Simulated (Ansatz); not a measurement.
HgSe: the relaxed cell by functional

The starting cell is an entry of the Crystallography Open Database (1968):

```yaml
crystal:
  lattice:
    - [0.00000, 3.03900, 3.03900]
    - [3.03900, 0.00000, 3.03900]
    - [3.03900, 3.03900, 0.00000]
  atoms:
    - { symbol: Hg, position: [0.00000, 0.00000, 0.00000] }
    - { symbol: Se, position: [0.25000, 0.25000, 0.25000] }
```

Atoms and cell were relaxed at zero pressure with plane-wave PAW DFT (Ansatz 0.2.0; one set of PAW datasets, made under PBE, for all functionals; 420 eV, r2SCAN 500 eV; 9×9×9 Γ-centred mesh, fermi-dirac occupations of width 0.100 eV; no spin polarisation, no spin-orbit coupling, no dispersion correction), keeping the symmetry (F-43m, No. 216).

**Question.** How do the functionals compare with each other and with the entry?

**Answer.** The relaxed conventional cells:

```json
{"functional": "LDA", "a (Å)": "6.063", "volume (Å³/atom)": "27.86", "formation energy (eV/atom)": "-0.182"}
{"functional": "PBEsol", "a (Å)": "6.134", "volume (Å³/atom)": "28.85", "formation energy (eV/atom)": "-0.203"}
{"functional": "PBE", "a (Å)": "6.260", "volume (Å³/atom)": "30.67", "formation energy (eV/atom)": "-0.217"}
{"functional": "r2SCAN", "a (Å)": "6.182", "volume (Å³/atom)": "29.54", "formation energy (eV/atom)": "-0.253"}
{"functional": "the entry", "a (Å)": "6.078", "volume (Å³/atom)": "28.07", "formation energy (eV/atom)": "–"}
```

LDA gives the smallest volume and PBE the largest, 10.1 % more, the usual order, since LDA overbinds and PBE's gradient terms loosen the lattice. Against the entry's volume: LDA -0.7 %, PBEsol +2.8 %, PBE +9.3 %, r2SCAN +5.2 %; LDA comes nearest. The formation energies span 0.07 eV an atom, lowest under r2SCAN.

Caveats: each relaxation keeps the start's symmetry, so a distorted cell may lie lower; computed cells are at 0 K with fixed nuclei, while the entry holds thermal expansion, often some tenths of a per cent in volume and more in soft crystals; no spin-orbit coupling, which moves formation energies of heavy elements; the relaxed cell lies far from the entry, by an error of the functional or of the entry; formation energies are at zero smearing against the elements' usual phases under the same functional, gases as free molecules, uncorrected.
